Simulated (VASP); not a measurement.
Wanted: the native input for a VASP 6.6.1 run.

```yaml
Task: relaxation of cell and atoms
Functional: PBE
Potentials_or_basis: VASP PAW PBE potentials, release 64 (Nb_sv, C)
Cutoff: 520 eV
k_mesh: 4 × 4 × 4
Occupations: gaussian, width 0.1 eV
Spin: no spin polarisation
Further_INCAR_settings: ALGO = Normal; EDIFF = 1e-07; IBRION = 2; EDIFFG = -0.002; NSW = 80; ISIF = 3
```

The structure of NbC lies in POSCAR:

```
NbC                                     
1.0
   -0.0000000000      2.2452456550      2.2452456550
    2.2452456550      0.0000000000      2.2452456550
    2.2452456550      2.2452456550     -0.0000000000
  Nb              C             
     1     1
Direct
     0.0000000000000000    0.0000000000000000    1.0000000000000000
     0.5000000000000000    0.5000000000000000    0.5000000000000000
```

The input as run:

INCAR

```
ALGO = Normal
EDIFF = 1E-7
EDIFFG = -0.002
ENCUT = 520
GGA = PE
IBRION = 2
ISIF = 3
ISMEAR = 0
LASPH = T
LCHARG = F
LREAL = F
LWAVE = F
NELM = 100
NSW = 80
PREC = Accurate
SIGMA = 0.1
```

KPOINTS

```
k-points
0
Gamma
  4 4 4
```

Potentials or basis: VASP PAW PBE potentials, release 64 (Nb_sv, C).

The run is started by

```bash
$ cat potpaw_PBE.64/Nb_sv/POTCAR potpaw_PBE.64/C/POTCAR > POTCAR
$ mpirun -np 1 vasp_std > vasp.out
```

It gave:

```yaml
Pressure_after_relaxing: 0.0 GPa
Band_gap_on_the_k_mesh: none (metal or under the smearing width)
```

Caveat: the k mesh is coarse (spacing up to 0.61 Å⁻¹), so the values aren't converged; the relaxation stopped at its first step, so nothing moved.

Run time: 3.8 s on 1 thread of Intel(R) Xeon(R) Platinum 8375C CPU @ 2.90GHz (Ice Lake), on a shared host, peak memory 0.13 GiB.
